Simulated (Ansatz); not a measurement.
# Infrared modes and screening in LiH (CsCl type)

Perturbation theory with PBEsol in Ansatz on the PBEsol cell, ground state and force constants on an 8×8×8 mesh. The cell comes from a prototype generator: it can be a known phase or a hypothetical one. Spin polarisation is off.

Space group Pm-3m (No. 221), cubic; a = 2.491 Å in the conventional setting, 7.73 Å³ an atom. Li is surrounded by 8 H at 2.16 Å; H is surrounded by 8 Li at 2.16 Å.

```cif
data_structure
_symmetry_space_group_name_H-M 'Pm-3m'
_symmetry_Int_Tables_number 221
_cell_length_a 2.4913
_cell_length_b 2.4913
_cell_length_c 2.4913
_cell_angle_alpha 90.000
_cell_angle_beta 90.000
_cell_angle_gamma 90.000
_cell_volume 15.46
loop_
_atom_site_label
_atom_site_type_symbol
_atom_site_symmetry_multiplicity
_atom_site_Wyckoff_symbol
_atom_site_fract_x
_atom_site_fract_y
_atom_site_fract_z
_atom_site_occupancy
Li1 Li 1 a 0.00000 0.00000 0.00000 1
H1 H 1 b 0.50000 0.50000 0.50000 1
```

Optical modes without the longitudinal term:
```
ω (cm⁻¹)  degeneracy  IR intensity, summed over the level ((D/Å)²/amu)
     261           3                                             92.03
```

The optical mode at Γ lies at 261 cm⁻¹ without the longitudinal term. With the long-range field the highest mode reaches 976 cm⁻¹. By the program's warning the force constants, and with them frequencies and ε⁰, aren't converged on this mesh.

The electronic dielectric tensor ε∞ is 4.78 in all directions. With the ions relaxed, ε⁰ is 67 in all directions. Born charges, averaged over directions: Li +1.08, H -1.08 e.

With one polar mode in a cubic crystal the Lyddane-Sachs-Teller relation applies: (ω_LO/ω_TO)² = (976.3/261.3)² = 13.964, and ε⁰/ε∞ = 66.769/4.782 = 13.964. The refractive index √ε∞ is 2.19.

For comparison, on the r2SCAN cell the mean ε∞ is 4.13 with r2SCAN (ground state on 8×8×8; least gap 1.12 eV), 4.57 with PBE (ground state on 8×8×8; least gap 0.71 eV).
